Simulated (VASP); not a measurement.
The system is SiC (Moissanite 6H).

```
CELL_PARAMETERS angstrom
3.07983 0.00000 0.00000
-1.53992 2.66722 0.00000
0.00000 0.00000 15.11167
ATOMIC_POSITIONS crystal
Si 0.00000 0.00000 0.12504
Si 0.00000 0.00000 0.62504
Si 0.33333 0.66667 0.29182
Si 0.66667 0.33333 0.79182
Si 0.33333 0.66667 0.95831
Si 0.66667 0.33333 0.45831
C 0.00000 0.00000 0.99969
C 0.00000 0.00000 0.49969
C 0.33333 0.66667 0.16683
C 0.66667 0.33333 0.66683
C 0.33333 0.66667 0.83332
C 0.66667 0.33333 0.33332
```

Base run:

* Program: VASP 6.6.1
* Functional: TB-mBJ
* Potentials or basis: VASP PAW PBE potentials, release 64 (Si, C)
* Cutoff: 520 eV
* k mesh: 12 × 12 × 2
* Occupations: gaussian, width 0.03 eV
* Spin: no spin polarisation

Its results: band gap on the k mesh 2.96 eV, indirect (least direct gap 4.11 eV).

Task: The run is repeated on the same cell with these changes: functional from TB-mBJ to r2SCAN. What comes out?

Result: Band gap on the k mesh 2.40 eV, indirect (least direct gap 3.56 eV).
